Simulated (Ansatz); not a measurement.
Crystal: FeSi2 (Linzhiite).

```xyz
3
Lattice="2.6840 0.0000 0.0000 0.0000 2.6840 0.0000 0.0000 0.0000 5.1280" Properties=species:S:1:pos:R:3 pbc="T T T"
Fe    0.0000    0.0000    0.0000
Si    1.3420    1.3420    3.7434
Si    1.3420    1.3420    1.3846
```

Base run:

| Quantity | Value |
| --- | --- |
| Program | Ansatz 0.2.0 |
| Functional | PBEsol |
| Potentials or basis | Ansatz PAW |
| Cutoff | 420 eV (not typed: the program's choice for these potentials) |
| k mesh | 10 × 10 × 5 |
| Occupations | fermi-dirac, width 0.05 eV |
| Spin | collinear spin, ferromagnetic start |
| Starting moments | [3.0, 0.0, 0.0] μB |
| Hubbard terms | Fe d U = 8 eV |

Its results: band gap on the k mesh none (metal or under the smearing width); pressure 26.3 GPa; net moment 2.14 μB per cell; site moments Fe +2.27; Si -0.06 μB; largest force 2.053 eV/Å.

Task: The run is repeated on the same cell with these changes: hubbard terms from Fe d U = 8 eV to Fe d U = 4 eV. What comes out?

Result: Band gap on the k mesh none (metal or under the smearing width); pressure 6.1 GPa; net moment 1.25 μB per cell; site moments Fe +1.39; Si -0.05 μB; largest force 0.456 eV/Å.

Caveats: the magnetic or orbital state may not be the lowest; the PAW data sets come from PBE, with cores solved anew for the run's functional, which leaves a small shift of forces and pressure; the U is typed as a test and isn't derived for this compound; forces of over 1 eV/Å show positions far from the minimum, so gaps and moduli don't describe the material at rest (some runs).
